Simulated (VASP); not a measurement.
Crystal: SiRu.

```
CELL_PARAMETERS angstrom
4.69048 0.00000 0.00000
0.00000 4.69048 0.00000
0.00000 0.00000 4.69048
ATOMIC_POSITIONS crystal
Si 0.16161 0.33839 0.66161
Si 0.33839 0.66161 0.16161
Si 0.66161 0.16161 0.33839
Si 0.83839 0.83839 0.83839
Ru 0.86865 0.63135 0.36865
Ru 0.63135 0.36865 0.86865
Ru 0.36865 0.86865 0.63135
Ru 0.13135 0.13135 0.13135
```

The cell comes from a database or a generator and needn't be the stable form of this composition.

Base run:

```yaml
Program: VASP 6.6.1
Functional: PBEsol
Potentials_or_basis: VASP PAW PBE potentials, release 64 (Si, Ru_pv)
Cutoff: 700 eV
k_mesh: 8 × 8 × 8
Occupations: gaussian, width 0.1 eV
Spin: no spin polarisation
```

Its results: band gap on the k mesh 0.24 eV, indirect (least direct gap 0.33 eV); pressure 0.0 GPa.

Question: The run is repeated on the same cell with these changes: cutoff from 700 eV to 520 eV; occupations from gaussian, width 0.1 eV to gaussian, width 0.5 eV. What comes out?

Answer: Band gap on the k mesh 0.25 eV, indirect (least direct gap 0.34 eV); pressure 0.6 GPa.

Caveats: the PAW data sets were made with another functional, which shifts forces and pressure a little.

A k mesh can miss the band edges.

Not every run made on this cell is shown here.
